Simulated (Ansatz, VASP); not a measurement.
## TiTe2: VASP beside Ansatz

```
CELL_PARAMETERS angstrom
0.00000 3.44206 3.44206
3.44206 0.00000 3.44206
3.44206 3.44206 0.00000
ATOMIC_POSITIONS crystal
Ti 0.00000 0.00000 0.00000
Te 0.25000 0.25000 0.25000
Te 0.75000 0.75000 0.75000
```

Measurements of this composition are mostly on another form, of space group No. 164.

Alike in both runs: task electric field gradients; functional LDA; k mesh 10 × 10 × 10; occupations fermi-dirac, width 0.03 eV; no spin polarisation.

|  | VASP | Ansatz |
| --- | --- | --- |
| version | VASP 6.6.1 | Ansatz 0.2.0 |
| potentials or method | VASP PAW LDA potentials, release 64 (Ti_sv, Te) | PAW with Ansatz's default frozen-core files, scalar-relativistic |
| plane-wave cutoff (eV) | 520 | 420 |
| valence electrons in the cell | 24 | 44 |

|  | VASP | Ansatz | Ansatz less VASP |
| --- | --- | --- | --- |
| gap on the k mesh at the Fermi level (eV) | none | none | - |
| pressure (GPa) | -4.5 | -4.6 | -0.13 |

A gap of «none» marks a metal or a gap that the smearing closes. The two sets of potentials don't hold the same shells in valence. Ansatz warned: «gradients_without_spin_orbit».

Spin-orbit coupling is left out, which matters for the levels of Te.
